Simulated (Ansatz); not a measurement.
## Moving the functional in Zn

Space group P6_3/mmc (No. 194). a = 2.670 Å, b = 2.670 Å, c = 4.966 Å, α = 90.00°, β = 90.00°, γ = 120.00°
```tsv
atom	site	symmetry	x	y	z
Zn	2c	-6m2	0.6667	0.3333	0.7500
```

Kept alike: task band structure; k mesh 11 × 11 × 6; occupations fermi-dirac, width 0.05 eV; no spin polarisation. Program: Ansatz, all-electron LAPW, scalar-relativistic. The mesh is that of the run's cell of 2 atoms. No spin-orbit coupling.

| run | pressure (GPa) |
| --- | --- |
| A | -9.08 |
| B | -5.62 |
| C | -0.67 |

Pressure is positive in compression. For a metal such a mesh leaves the last digits unconverged.

The runs differ in the functional alone: LDA; PBE; PBEsol. Which run is which?

Run A is LDA; run B is PBEsol; run C is PBE. The pressure runs from -9.08 (LDA) to -0.67 GPa (PBE). From PBE: LDA -8.41; PBEsol -4.95. A positive pressure means that the functional's own cell is larger than the one given, a negative one that it is smaller.
